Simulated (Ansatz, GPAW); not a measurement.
## 1,4-phenylene between two Al chains: relaxation, then transmission at several levels

Aim: the conductance of 1,4-phenylene between two Al chains after relaxation, and whether geometry, basis or functional moves it most.

Main program and level: GPAW 26.7.0 and Ansatz 0.2.0; Ansatz plane waves; relaxation of the junction with the lead ends held, in the first sound run; inputs show where later runs differ.

## (1) Set-up

The cell holds 24 atoms: 14 Al, 6 C and 4 H. Cell: a = 10.798 Å, b = 9.000 Å, c = 37.810 Å, α = 90.0°, β = 90.0°, γ = 90.0°. Regions: left lead, 7 atoms (7 Al); channel, 10 atoms (6 C and 4 H); right lead, 7 atoms (7 Al). Vacuum lies along a and b. The structure is stacked along c, and the current runs across the ab planes.

## (2) Relaxing the atoms

Transmission follows bond lengths closely, so the atoms between the held lead ends are relaxed first, from a slightly shaken start that lets symmetry break.

input.yaml reads:

```yaml
crystal:
  lattice:
    - [10.7981810155, 0.0, 0.0]
    - [0.0, 9.0, 0.0]
    - [0.0, 0.0, 37.8096518313]
  atoms:
    - { symbol: Al, position: [0.5, 0.5, 0.0317379278] }
    - { symbol: Al, position: [0.5, 0.5, 0.0952137834] }
    - { symbol: Al, position: [0.5, 0.5, 0.158689639] }
    - { symbol: Al, position: [0.5, 0.5, 0.2221654946] }
    - { symbol: Al, position: [0.5, 0.5, 0.2856413502] }
    - { symbol: Al, position: [0.5037527079, 0.5011436353, 0.3481944334] }
    - { symbol: Al, position: [0.4994802296, 0.4988684513, 0.412412412] }
    - { symbol: C, position: [0.5016582161, 0.4957366025, 0.4638762541] }
    - { symbol: H, position: [0.6958896301, 0.4993718089, 0.4678873454] }
    - { symbol: H, position: [0.3028204825, 0.4976965784, 0.4685870693] }
    - { symbol: C, position: [0.6128819754, 0.4968185426, 0.4815883804] }
    - { symbol: C, position: [0.3858246393, 0.5014472762, 0.4804899688] }
    - { symbol: C, position: [0.6132001887, 0.4940982542, 0.5193155029] }
    - { symbol: C, position: [0.3888897115, 0.5045217674, 0.5178816526] }
    - { symbol: H, position: [0.6932044186, 0.4954346865, 0.5326239466] }
    - { symbol: H, position: [0.306432655, 0.5019061032, 0.5338573386] }
    - { symbol: C, position: [0.4975614013, 0.4982279684, 0.5366265614] }
    - { symbol: Al, position: [0.5032488425, 0.4981174059, 0.5871761131] }
    - { symbol: Al, position: [0.5045034128, 0.49709086, 0.6508567506] }
    - { symbol: Al, position: [0.5, 0.5, 0.7143586498] }
    - { symbol: Al, position: [0.5, 0.5, 0.7778345054] }
    - { symbol: Al, position: [0.5, 0.5, 0.841310361] }
    - { symbol: Al, position: [0.5, 0.5, 0.9047862166] }
    - { symbol: Al, position: [0.5, 0.5, 0.9682620722] }
kpoints:
  mp_grid: { grid: [1, 1, 2] }
hamiltonian:
  xc: pbe
scf:
  occupations: { method: fermi_dirac, width: 0.1 }
relax:
  f_tol: 0.03
  max_steps: 80
  constraints: [{ sites: [0, 1, 2, 3, 4, 19, 20, 21, 22, 23] }]
```

Run with:

```bash
> ansatz run input.yaml --threads 4 --pin off --max-ram 8192MiB --backend cpu --events-out ev --progress --plain --runs-dir out
```

Numbers of over 12 decimals in the logs are rounded to 6 here.

The log of the run:

```text
Engine: ansatz 0.2.0, aarch64-unknown-linux-gnu
Pseudopotentials: kind: paw
Pseudopotential: Al, paw, valence charge 3, recommended cutoff 420 eV (normal), Al.paw.azcp
Pseudopotential: C, paw, valence charge 4, recommended cutoff 420 eV (normal), C.paw.azcp
Pseudopotential: H, paw, valence charge 1, recommended cutoff 420 eV (normal), H.paw.azcp
Functional definition: PBE
  parameter kappa = 0.804
  parameter beta = 0.066725
  exchange = pbe_x(kappa = kappa, mu = beta*pi^2/3)
  correlation = pbe_c(beta = beta)
Crystal: 24 atoms, lattice volume = 3674.479 Å³
Basis set: ecut = 420 eV, 71721 PW (Γ), exchange–correlation on 150×128×512 points (8 copies of the dense FFT grid, shifted against one another)
Bands: 59, of which v1, the nominal top of the filled ones, is band 35 counted from 1 (34 counted from 0)
Symmetry: 1 space group operations
Space group: P1 (ITA 1), of the structure as read, at distance tolerance 1.5e-4 Å
k-points: 2
Non-local potential: Al, projectors of the file, l = 0: 2, l = 1: 2, l = 2: 1
Non-local potential: C, projectors of the file, l = 0: 2, l = 1: 2, l = 2: 1
Non-local potential: H, projectors of the file, l = 0: 2, l = 1: 1
PAW form: soft (Blöchl's): semilocal exchange-correlation on the pseudo side does not see the compensation charge
PAW one-centre angular grid: Al, 110 points (default); XC on 64 Gauss nodes
PAW one-centre angular grid: C, 110 points (default); XC on 64 Gauss nodes
PAW one-centre angular grid: H, 110 points (default); XC on 64 Gauss nodes
Initial density: superposition of atomic densities (neutral atoms: chi_scale 0, normalization atom), corrected by the library's trained network
Initial wavefunctions: pseudopotential atomic-orbital guess
Functional: x = pbe(κ = 0.804, μ = 0.219515), c = pbe(β = 0.066725)
SCF iter   1: F=—  HF=-9066.323256 eV  |F-HF|=—  |Δ(HF+E_count)|=         —  Δρ=2.64e-3  dr2=5.00e0  ethr=1.77e-3  ⟨swp⟩=19.5  Hψ=965  notcnv=0
preconditioner: auto → LDOS  [metal: Δε(μ)=0.040 eV  Ē_g=5.309 eV  σ=0.100 eV  W_gap=0.10  n_scr=172 (ndim 8)  ℏωp=4.7 eV  f_vac=0.674  D(μ)=18.26/eV (n_scr^D=54)  β→1.0]
SCF iter   2: F=—  HF=-9066.147947 eV  |F-HF|=—  |Δ(HF+E_count)|=   1.75e-1  Δρ=2.16e-3  dr2=2.94e0  ethr=1.77e-3  ⟨swp⟩=4.5  Hψ=203  notcnv=0  defer=1
SCF iter   3: F=—  HF=-9066.056684 eV  |F-HF|=—  |Δ(HF+E_count)|=   9.13e-2  Δρ=7.95e-4  dr2=1.26e-1  ethr=1.77e-3  ⟨swp⟩=3.0  Hψ=204  notcnv=0
SCF iter   4: F=—  HF=-9066.047154 eV  |F-HF|=—  |Δ(HF+E_count)|=   9.53e-3  Δρ=4.35e-4  dr2=1.27e-2  ethr=1.80e-4  ⟨swp⟩=2.0  Hψ=181  notcnv=0
SCF iter   5: F=—  HF=-9066.044986 eV  |F-HF|=—  |Δ(HF+E_count)|=   2.17e-3  Δρ=1.29e-4  dr2=4.61e-3  ethr=1.81e-5  ⟨swp⟩=2.0  Hψ=183  notcnv=0
SCF iter   6: F=—  HF=-9066.045059 eV  |F-HF|=—  |Δ(HF+E_count)|=   7.34e-5  Δρ=5.02e-5  dr2=2.59e-4  ethr=6.58e-6  ⟨swp⟩=1.0  Hψ=118  notcnv=0
SCF iter   7: F=—  HF=-9066.045104 eV  |F-HF|=—  |Δ(HF+E_count)|=   4.50e-5  Δρ=2.92e-5  dr2=1.54e-4  ethr=3.69e-7  ⟨swp⟩=2.0  Hψ=190  notcnv=0
SCF iter   8: F=-9066.045097 eV  HF=-9066.045107 eV  |F-HF|=9.19e-6  |Δ(HF+E_count)|=   2.26e-6  Δρ=1.34e-5  dr2=1.56e-5  ethr=3.21e-8  ⟨swp⟩=4.0  Hψ=477  notcnv=0
SCF 1 converged in 8 iterations: F = -9066.045097 eV  dr2 = 1.56e-5
  greatest PAW one-centre occupation: 0.684 electrons in one spin orbital (limit 2), on the C atom at site 11 (counted from 0), in its partial waves of l = 0
relax step   1: F+E_penalty+E_count = -9066.04509733 eV  Δ(F+E_penalty+E_count) = +0.000e0 eV  max|allowed force component| = 3.724e0 eV/Å  Δτ_max = 0.0000 Å  (8 SCF iters, dr2 threshold 2.25e-5 eV, accepted)
Initial density: handed on by an earlier stage of this run
Initial wavefunctions: those handed on with the density
iter 1 solved again at ethr=5.28e-4 eV; its pass at ethr=3.10e-3 eV (dr2=3.70e-1 eV) is discarded
SCF iter   1: F=—  HF=-9066.648034 eV  |F-HF|=—  |Δ(HF+E_count)|=         —  Δρ=2.64e-3  dr2=3.90e-1  ethr=5.28e-4  ⟨swp⟩=1.0  Hψ=416  notcnv=0
preconditioner: auto → LDOS  [metal: Δε(μ)=0.050 eV  Ē_g=5.363 eV  σ=0.100 eV  W_gap=0.13  n_scr=172 (ndim 8)  ℏωp=4.7 eV  f_vac=0.665  D(μ)=20.70/eV (n_scr^D=68)  β→1.0]
SCF iter   2: F=—  HF=-9066.621487 eV  |F-HF|=—  |Δ(HF+E_count)|=   2.65e-2  Δρ=1.07e-3  dr2=9.34e-2  ethr=5.28e-4  ⟨swp⟩=2.0  Hψ=222  notcnv=0
SCF iter   3: F=—  HF=-9066.604731 eV  |F-HF|=—  |Δ(HF+E_count)|=   1.68e-2  Δρ=2.47e-4  dr2=3.77e-3  ethr=1.33e-4  ⟨swp⟩=2.0  Hψ=234  notcnv=0
SCF iter   4: F=—  HF=-9066.604151 eV  |F-HF|=—  |Δ(HF+E_count)|=   5.81e-4  Δρ=9.45e-5  dr2=5.32e-4  ethr=5.39e-6  ⟨swp⟩=2.0  Hψ=169  notcnv=0
SCF iter   5: F=—  HF=-9066.604143 eV  |F-HF|=—  |Δ(HF+E_count)|=   7.32e-6  Δρ=3.96e-5  dr2=1.90e-4  ethr=7.60e-7  ⟨swp⟩=2.0  Hψ=167  notcnv=0
SCF iter   6: F=-9066.604144 eV  HF=-9066.604163 eV  |F-HF|=1.84e-5  |Δ(HF+E_count)|=   1.91e-5  Δρ=2.26e-5  dr2=4.47e-5  ethr=1.43e-7  ⟨swp⟩=2.5  Hψ=391  notcnv=0
SCF 2 converged in 6 iterations: F = -9066.604144 eV  dr2 = 4.47e-5
  greatest PAW one-centre occupation: 0.676 electrons in one spin orbital (limit 2), on the C atom at site 10 (counted from 0), in its partial waves of l = 0
relax step   2: F+E_penalty+E_count = -9066.60414409 eV  Δ(F+E_penalty+E_count) = -5.590e-1 eV  max|allowed force component| = 1.496e0 eV/Å  Δτ_max = 0.0678 Å  (6 SCF iters, dr2 threshold 1.00e-4 eV, accepted)
iter 1 solved again at ethr=9.52e-5 eV; its pass at ethr=3.10e-3 eV (dr2=6.66e-2 eV) is discarded
SCF iter   1: F=—  HF=-9066.737442 eV  |F-HF|=—  |Δ(HF+E_count)|=         —  Δρ=1.53e-3  dr2=1.06e-1  ethr=9.52e-5  ⟨swp⟩=1.0  Hψ=452  notcnv=0  defer=1
eigensolver tolerance schedule calibrated: the retry pair's looser diagonalisation under-reported the residual by θ = 0.37 (0.25/decade); ethr = c·dr2/N_el runs at the constant in force after the calibration composes with the one it found (an armed cap, an earlier calibration), c = 1.6e-2
preconditioner: auto → LDOS  [metal: Δε(μ)=0.063 eV  Ē_g=5.366 eV  σ=0.100 eV  W_gap=0.16  n_scr=172 (ndim 8)  ℏωp=4.7 eV  f_vac=0.665  D(μ)=20.74/eV (n_scr^D=68)  β→1.0]
SCF iter   2: F=—  HF=-9066.728695 eV  |F-HF|=—  |Δ(HF+E_count)|=   8.75e-3  Δρ=5.06e-4  dr2=2.19e-2  ethr=2.49e-5  ⟨swp⟩=3.0  Hψ=227  notcnv=0  defer=1
SCF iter   3: F=—  HF=-9066.725437 eV  |F-HF|=—  |Δ(HF+E_count)|=   3.26e-3  Δρ=1.96e-4  dr2=2.24e-3  ethr=5.11e-6  ⟨swp⟩=3.0  Hψ=227  notcnv=0  defer=1
SCF iter   4: F=—  HF=-9066.725176 eV  |F-HF|=—  |Δ(HF+E_count)|=   2.62e-4  Δρ=7.55e-5  dr2=4.37e-4  ethr=5.22e-7  ⟨swp⟩=3.0  Hψ=223  notcnv=0  defer=1
SCF iter   5: F=—  HF=-9066.725192 eV  |F-HF|=—  |Δ(HF+E_count)|=   1.64e-5  Δρ=3.12e-5  dr2=1.41e-4  ethr=1.02e-7  ⟨swp⟩=2.0  Hψ=189  notcnv=0  defer=1
SCF iter   6: F=-9066.725192 eV  HF=-9066.725201 eV  |F-HF|=8.63e-6  |Δ(HF+E_count)|=   8.66e-6  Δρ=1.40e-5  dr2=1.85e-5  ethr=2.33e-8  ⟨swp⟩=2.0  Hψ=387  notcnv=0
SCF 3 converged in 6 iterations: F = -9066.725192 eV  dr2 = 1.85e-5
  greatest PAW one-centre occupation: 0.676 electrons in one spin orbital (limit 2), on the C atom at site 11 (counted from 0), in its partial waves of l = 0
relax step   3: F+E_penalty+E_count = -9066.72519200 eV  Δ(F+E_penalty+E_count) = -1.210e-1 eV  max|allowed force component| = 2.005e-1 eV/Å  Δτ_max = 0.2000 Å  (6 SCF iters, dr2 threshold 1.00e-4 eV, accepted)
[... from here on, the SCF cycles and remarks between the steps are left out ...]
relax step   4: F+E_penalty+E_count = -9066.78875218 eV  Δ(F+E_penalty+E_count) = -6.356e-2 eV  max|allowed force component| = 3.995e-1 eV/Å  Δτ_max = 0.1952 Å  (8 SCF iters, dr2 threshold 2.51e-6 eV, accepted)
relax step   5: F+E_penalty+E_count = -9066.88153822 eV  Δ(F+E_penalty+E_count) = -9.279e-2 eV  max|allowed force component| = 4.705e-1 eV/Å  Δτ_max = 0.1951 Å  (7 SCF iters, dr2 threshold 9.97e-6 eV, accepted)
relax step   6: F+E_penalty+E_count = -9066.98844980 eV  Δ(F+E_penalty+E_count) = -1.069e-1 eV  max|allowed force component| = 5.100e-1 eV/Å  Δτ_max = 0.1950 Å  (5 SCF iters, dr2 threshold 1.00e-4 eV, accepted)
relax step   7: F+E_penalty+E_count = -9067.10572261 eV  Δ(F+E_penalty+E_count) = -1.173e-1 eV  max|allowed force component| = 2.747e-1 eV/Å  Δτ_max = 0.1942 Å  (6 SCF iters, dr2 threshold 1.00e-4 eV, accepted)
relax step   8: F+E_penalty+E_count = -9067.17718045 eV  Δ(F+E_penalty+E_count) = -7.146e-2 eV  max|allowed force component| = 2.529e-1 eV/Å  Δτ_max = 0.1954 Å  (7 SCF iters, dr2 threshold 2.19e-5 eV, accepted)
relax step   9: F+E_penalty+E_count = -9067.22452391 eV  Δ(F+E_penalty+E_count) = -4.734e-2 eV  max|allowed force component| = 1.077e-1 eV/Å  Δτ_max = 0.1904 Å  (6 SCF iters, dr2 threshold 1.86e-5 eV, accepted)
relax step  10: F+E_penalty+E_count = -9067.23697927 eV  Δ(F+E_penalty+E_count) = -1.246e-2 eV  max|allowed force component| = 7.160e-2 eV/Å  Δτ_max = 0.2000 Å  (7 SCF iters, dr2 threshold 2.11e-6 eV, accepted)
relax step  11: F+E_penalty+E_count = -9067.24032767 eV  Δ(F+E_penalty+E_count) = -3.348e-3 eV  max|allowed force component| = 3.326e-2 eV/Å  Δτ_max = 0.1081 Å  (7 SCF iters, dr2 threshold 9.30e-7 eV, accepted)
relax step  12: F+E_penalty+E_count = -9067.24114064 eV  Δ(F+E_penalty+E_count) = -8.130e-4 eV  max|allowed force component| = 3.378e-2 eV/Å  Δτ_max = 0.0967 Å  (9 SCF iters, accepted)
relax step  13: F+E_penalty+E_count = -9067.24154489 eV  Δ(F+E_penalty+E_count) = -4.043e-4 eV  max|allowed force component| = 1.578e-2 eV/Å  Δτ_max = 0.0370 Å  (8 SCF iters, accepted)
SCF iter   1: F=—  HF=-9067.242986 eV  |F-HF|=—  |Δ(HF+E_count)|=         —  Δρ=5.50e-4  dr2=6.17e-3  ethr=7.67e-5  ⟨swp⟩=2.0  Hψ=269  notcnv=0  defer=1
preconditioner: auto → LDOS  [metal: Δε(μ)=0.147 eV  Ē_g=5.234 eV  σ=0.100 eV  W_gap=0.35  n_scr=172 (ndim 8)  ℏωp=4.7 eV  f_vac=0.661  D(μ)=19.08/eV (n_scr^D=66)  β→1.0]
SCF iter   2: F=—  HF=-9067.242080 eV  |F-HF|=—  |Δ(HF+E_count)|=   9.06e-4  Δρ=1.36e-4  dr2=1.23e-3  ethr=8.81e-6  ⟨swp⟩=2.0  Hψ=188  notcnv=0  defer=1
SCF iter   3: F=—  HF=-9067.241774 eV  |F-HF|=—  |Δ(HF+E_count)|=   3.06e-4  Δρ=4.51e-5  dr2=1.71e-4  ethr=1.76e-6  ⟨swp⟩=2.5  Hψ=175  notcnv=0  defer=1
SCF iter   4: F=—  HF=-9067.241745 eV  |F-HF|=—  |Δ(HF+E_count)|=   2.81e-5  Δρ=1.60e-5  dr2=1.70e-5  ethr=2.45e-7  ⟨swp⟩=2.0  Hψ=172  notcnv=0  defer=1
SCF iter   5: F=—  HF=-9067.241719 eV  |F-HF|=—  |Δ(HF+E_count)|=   2.60e-5  Δρ=4.82e-6  dr2=2.26e-6  ethr=2.43e-8  ⟨swp⟩=2.0  Hψ=177  notcnv=0  defer=1
SCF iter   6: F=—  HF=-9067.241720 eV  |F-HF|=—  |Δ(HF+E_count)|=   8.20e-7  Δρ=2.29e-6  dr2=5.43e-7  ethr=3.22e-9  ⟨swp⟩=2.0  Hψ=178  notcnv=0  defer=1
SCF iter   7: F=-9067.241720 eV  HF=-9067.241720 eV  |F-HF|=1.37e-8  |Δ(HF+E_count)|=   1.38e-7  Δρ=8.02e-7  dr2=5.79e-8  ethr=1.43e-10  ⟨swp⟩=3.0  Hψ=458  notcnv=0
SCF 14 converged in 7 iterations: F = -9067.241720 eV  dr2 = 5.79e-8
relax step  14: F+E_penalty+E_count = -9067.24172042 eV  Δ(F+E_penalty+E_count) = -1.755e-4 eV  max|allowed force component| = 1.066e-2 eV/Å  Δτ_max = 0.0311 Å  (7 SCF iters, accepted)
SCF converged after 7 iterations
Free energy (F): -9067.241720 eV
Harris-Foulkes:  -9067.241720 eV  (|F-HF|=1.37e-8)
Internal energy: -9066.612216 eV  (E = F + TS)
E sigma→0 (E₀):  -9066.926968 eV
Entropy (-TS):   -0.629504 eV (-26.229 meV/atom)
Fermi energy:    -3.065203 eV
--- Per-component energies (eV) ---
  E_band       = -574.482255
  E_kinetic    = 856.599887
  E_local      = -7640.298621  (includes V_loc(G=0)·N_el)
  E_nonlocal   = 329.407475
  E_hartree    = 3361.056815
  E_xc         = -835.754182
  E_vxc        = -747.078432  (∫ρ·V_xc dr)
  E_paw        = -7141.321616  (= ΣΔE_a)
  E_vpaw       = -95.219648  (= ΣTr[D̂ρ^β])
  E_aug_tail   = -0.005505  (compensation charges beyond the density's cutoff)
  E_ewald      = 2003.703530
  E_smearing   = -0.629504  (= −TS)
  E_closure    = 0.000000  (closes the sum)
  Σ components = -9067.241720   (vs F -9067.241720, Δ=0.00e0)
--- Forces (eV/Å), atoms counted from 1 ---
  atom   1  Al     0.00051040     0.00016587    -0.02489335
  atom   2  Al     0.01470451    -0.00042489    -0.02312870
  atom   3  Al    -0.07365894     0.00143744    -0.02187610
  atom   4  Al     0.14621804    -0.00256497    -0.35976460
  atom   5  Al    -0.08767068     0.00056162     1.16259240
  atom   6  Al    -0.00168503    -0.00007678    -0.00688009
  atom   7  Al     0.00355179    -0.00008013     0.00182421
  atom   8  C     -0.00345897     0.00147852    -0.00266322
  atom   9  H     -0.00299979     0.00214735    -0.00511214
  atom  10  H     -0.00004177    -0.00058615    -0.00131890
  atom  11  C      0.00135039    -0.00584764     0.01064466
  atom  12  C      0.00125279     0.00231521     0.00184450
  atom  13  C      0.00276501     0.00380720    -0.01065715
  atom  14  C     -0.00490945    -0.00036889    -0.00191019
  atom  15  H     -0.00192861    -0.00101537     0.00200926
  atom  16  H      0.00139681     0.00006887     0.00065921
  atom  17  C      0.01027833    -0.00011989     0.00527992
  atom  18  Al    -0.00156683    -0.00087053     0.00264056
  atom  19  Al    -0.00023906     0.00062541    -0.00819331
  atom  20  Al    -0.09107387     0.00212545    -1.15223531
  atom  21  Al     0.14603006    -0.00493320     0.35979511
  atom  22  Al    -0.07415808     0.00266436     0.02372218
  atom  23  Al     0.01499456    -0.00059320     0.02274265
  atom  24  Al     0.00042674    -0.00009956     0.02490308
  max |Σ_I F_I| component: 1.84e-4 eV/Å
--- Relaxed structure (14 steps of the walk, 14 accepted, 0 SCFs on fresh bases) ---
  F+E_penalty+E_count = -9067.24172042 eV   max|allowed force component| = 1.066e-2 eV/Å
  atoms:
    - { symbol: Al, position: [0.5, 0.5, 0.0317379278] }
    - { symbol: Al, position: [0.5, 0.5, 0.0952137834] }
    - { symbol: Al, position: [0.5, 0.5, 0.158689639] }
    - { symbol: Al, position: [0.5, 0.5, 0.2221654946] }
    - { symbol: Al, position: [0.5, 0.5, 0.2856413502] }
    - { symbol: Al, position: [0.604717, 0.497498, 0.347642] }
    - { symbol: Al, position: [0.485165, 0.499426, 0.408645] }
    - { symbol: C, position: [0.498733, 0.499010, 0.461797] }
    - { symbol: H, position: [0.699165, 0.493098, 0.468082] }
    - { symbol: H, position: [0.298270, 0.504846, 0.467965] }
    - { symbol: C, position: [0.609759, 0.495809, 0.481643] }
    - { symbol: C, position: [0.387706, 0.502254, 0.481596] }
    - { symbol: C, position: [0.609599, 0.495822, 0.518678] }
    - { symbol: C, position: [0.387553, 0.502376, 0.518610] }
    - { symbol: H, position: [0.698884, 0.493242, 0.532309] }
    - { symbol: H, position: [0.298019, 0.505060, 0.532185] }
    - { symbol: C, position: [0.498431, 0.499165, 0.538461] }
    - { symbol: Al, position: [0.485667, 0.499997, 0.591621] }
    - { symbol: Al, position: [0.605330, 0.495620, 0.652577] }
    - { symbol: Al, position: [0.5, 0.5, 0.7143586498] }
    - { symbol: Al, position: [0.5, 0.5, 0.7778345054] }
    - { symbol: Al, position: [0.5, 0.5, 0.841310] }
    - { symbol: Al, position: [0.5, 0.5, 0.9047862166] }
    - { symbol: Al, position: [0.5, 0.5, 0.9682620722] }
```

Run time: 1.8 min. Hardware: 4 threads of Arm Neoverse V1, shared host; peak memory 3.2 GiB.

The steps of the relaxation:

```csv
step,energy less that of the first step (eV),largest force component (eV/Å)
1,0.0000,3.7245
2,-0.5590,1.4956
3,-0.6801,0.2005
4,-0.7437,0.3995
5,-0.8364,0.4705
6,-0.9434,0.5100
7,-1.0606,0.2747
8,-1.1321,0.2529
9,-1.1794,0.1077
10,-1.1919,0.0716
11,-1.1952,0.0333
12,-1.1960,0.0338
13,-1.1964,0.0158
14,-1.1966,0.0107
```

The atoms that moved most (Å):

```csv
atom,dx,dy,dz,length
Al6,1.090,-0.033,-0.021,1.091
Al19,1.089,-0.013,0.065,1.091
Al18,-0.190,0.017,0.168,0.254
Al7,-0.155,0.005,-0.142,0.210
H16,-0.091,0.028,-0.063,0.114
C8,-0.032,0.029,-0.079,0.090
H10,-0.049,0.064,-0.024,0.084
C17,0.009,0.008,0.069,0.071
```

This step gave:

```yaml
free_energy: -9067.2417 eV
smearing_term_ts: 0.6295 eV
symmetry_operations: 1
```

The relaxation lowered the energy of the cell by 1.20 eV.

(Continued in part 2 of 3.)

[Logs are printed without paths, hosts, clocks, repeated set-up lines and the standing remarks that a program may print on its own settings, such as how far it seeks lower states.]

[Hosts, paths, dates, database ids (printed as entryN), source tags and the programs' standing remarks are cut or masked in the printed files.]
